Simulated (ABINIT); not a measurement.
**Ge and the effect of the share of exact exchange**

The structure is cubic, space group Fd-3m (No. 227). Conventional cell: a = 5.658 Å, b = 5.658 Å, c = 5.658 Å, α = 90.00°, β = 90.00°, γ = 90.00°. Ge (site symmetry -43m) is surrounded by 4 Ge at 2.45 Å.

Kept alike: task single point; functional PBE0; k mesh 3 × 3 × 3; occupations fermi-dirac, width 0.05 eV; no spin polarisation. Program: ABINIT, SG15 NC PBE v1.2, cutoff 599 eV. The mesh is that of the run's cell of 2 atoms. No spin-orbit coupling.

```csv
"share of exact exchange, α",pressure (GPa)
0.05,3.28
0.15,0.11
0.25,-3.04
0.35,-6.27
0.5,-11.25
```

The k mesh is coarse, so the values aren't converged. Pressure is positive in compression; the values hold the error of the finite cutoff, so their zero can differ a little from the energy's minimum. All rows use potentials made for PBE. The mesh is thin for exact exchange.

Question: What does the share of exact exchange change here?

Answer: The pressure falls from 3.28 to -11.25 GPa between 0.05 and 0.5. Exact exchange shortens the bonds here, so the pressure at fixed cell falls.
